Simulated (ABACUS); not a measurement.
Write the native input for ABACUS 3.10.1 that does the following.

| Property | Result |
| --- | --- |
| Task | single point |
| Functional | PBE |
| Potentials or basis | PseudoDojo NC SR 0.4.1 PBE standard |
| Cutoff | 1034 eV |
| Density cutoff | 4136 eV |
| Basis | plane waves |
| k mesh | 7 × 7 × 7 |
| Occupations | fermi-dirac, width 0.05 eV |
| Spin | no spin polarisation |
| Radial cutoff of the potentials (pseudo_rcut) | 7 bohr |
| SCF threshold on the density | 1e-08 |
| Max SCF steps | 100 |
| Eigensolver | dav |
| Mixing | broyden |
| Mixing share | 0.7 |
| Symmetry key | 1 |
| Bands | 8 |

Crystal: BP.

```xyz
2
Lattice="0.0000 2.2690 2.2690 2.2690 0.0000 2.2690 2.2690 2.2690 0.0000" Properties=species:S:1:pos:R:3 pbc="T T T"
P     3.4035    3.4035    3.4035
B     0.0000    0.0000    0.0000
```

The input as run:

INPUT

```
INPUT_PARAMETERS
suffix              BP
calculation         scf
basis_type          pw
pseudo_dir          ./
symmetry            1
dft_functional      pbe
ecutwfc             76
pseudo_rcut         7
nspin               1
nbands              8
ks_solver           dav
smearing_method     fd
smearing_sigma      0.00367493
scf_thr             1e-08
scf_nmax            100
mixing_type         broyden
mixing_beta         0.7
cal_force           1
cal_stress          1
kpar                4
```

STRU

```
ATOMIC_SPECIES
P 30.9738 P.upf
B 10.8100 B.upf

LATTICE_CONSTANT
1.8897261246

LATTICE_VECTORS
0.0000000000 2.2690000000 2.2690000000
2.2690000000 0.0000000000 2.2690000000
2.2690000000 2.2690000000 0.0000000000

ATOMIC_POSITIONS
Direct

P
0.0
1
0.7500000000 0.7500000000 0.7500000000 1 1 1

B
0.0
1
0.0000000000 0.0000000000 0.0000000000 1 1 1
```

KPT

```
K_POINTS
0
Gamma
7 7 7 0 0 0
```

Potentials or basis: PseudoDojo NC SR 0.4.1 PBE standard, plane waves.

Command:

```console
$ OMP_NUM_THREADS=1 mpirun -np 4 abacus > log
```

Results of the run:

```
Pressure               : 1.0 GPa
Band gap on the k mesh : 1.25 eV, indirect (least direct gap 3.41 eV)
```

Caveat: an odd mesh through Γ misses points on the zone boundary, where band edges often lie.

It took 4.2 s on 4 MPI ranks on Intel(R) Xeon(R) Platinum 8259CL CPU @ 2.50GHz (Skylake/Cascade Lake), on a shared host, peak memory 0.24 GiB a rank.
